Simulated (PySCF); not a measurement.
**Frontier levels across methods**

C₃H₄N₂.
Atom-mapped SMILES: `[cH:1]1[cH:2][nH:3][cH:4][n:5]1` (hydrogens: H6 on C1; H7 on C2; H8 on N3; H9 on C4)

Basis pcSseg-2 throughout (PySCF), one geometry. Isolated species at its PBE0-D3(BJ)/def2-SVP geometry, gas phase.

**Question.** How do the orbital energies, the gap and the dipole change with the method?

**Answer.** 
| method | kind | HOMO (eV) | LUMO (eV) | gap (eV) | μ (D) | SCF cycles |
| --- | --- | --- | --- | --- | --- | --- |
| BLYP | GGA | -5.53 | -0.43 | 5.10 | 3.72 | 16 |
| B97-D | GGA | -5.60 | -0.35 | 5.24 | 3.71 | 16 |
| OPBE | GGA | -5.63 | -0.40 | 5.23 | 3.66 | 16 |
| KT3 | GGA | -5.64 | -0.60 | 5.04 | 3.60 | 15 |
| KT2 | GGA | -5.65 | -0.38 | 5.27 | 3.63 | 16 |
| PBE | GGA | -5.69 | -0.44 | 5.25 | 3.71 | 16 |
| BP86 | GGA | -5.77 | -0.52 | 5.26 | 3.73 | 15 |
| LDA | LDA | -5.90 | -0.67 | 5.24 | 3.80 | 15 |
| B97-2 | global hybrid | -6.45 | 0.35 | 6.80 | 3.77 | 14 |
| B3LYP | global hybrid | -6.51 | 0.00 | 6.51 | 3.79 | 14 |
| PBE0 | global hybrid | -6.70 | 0.33 | 7.04 | 3.80 | 14 |
| mPW1PW91 | global hybrid | -6.72 | 0.28 | 6.99 | 3.79 | 14 |
| BHandHLYP | global hybrid | -7.55 | 0.79 | 8.34 | 3.85 | 13 |
| CAM-B3LYP | range-separated hybrid | -8.00 | 0.94 | 8.94 | 3.86 | 13 |
| wB97X-D | range-separated hybrid | -8.51 | 2.02 | 10.54 | 3.86 | 13 |
| HF | Hartree–Fock | -8.72 | 2.32 | 11.04 | 3.91 | 12 |
| LC-wPBE | range-separated hybrid | -9.34 | 2.05 | 11.38 | 3.91 | 13 |

The HOMO spans 3.81 eV, from BLYP down to LC-wPBE, and the gap runs from 5.04 eV (KT3) to 11.38 eV (LC-wPBE). Over the methods BLYP (0 %), B97-D (0 %), OPBE (0 %), KT3 (0 %), KT2 (0 %), PBE (0 %), BP86 (0 %), LDA (0 %), B97-2 (21 %), B3LYP (20 %), PBE0 (25 %), mPW1PW91 (25 %), BHandHLYP (50 %), HF (100 %), a straight line through the gap against the share of exact exchange rises by 0.60 eV for each 10 % (correlation coefficient 0.995). The dipole ranges from 3.60 D (KT3) to 3.91 D (HF). This basis has no diffuse functions.

Reference dipole: 3.67 D (measured, gas; NIST CCCBDB Release 22 (SRD 101), experimental dipoles); nearest here: OPBE (3.66 D). 

The vertical ΔSCF ionisation energy at wB97X-D/def2-SVPD is 8.95 eV; −ε(HOMO) comes closest to it with HF (8.72 eV).
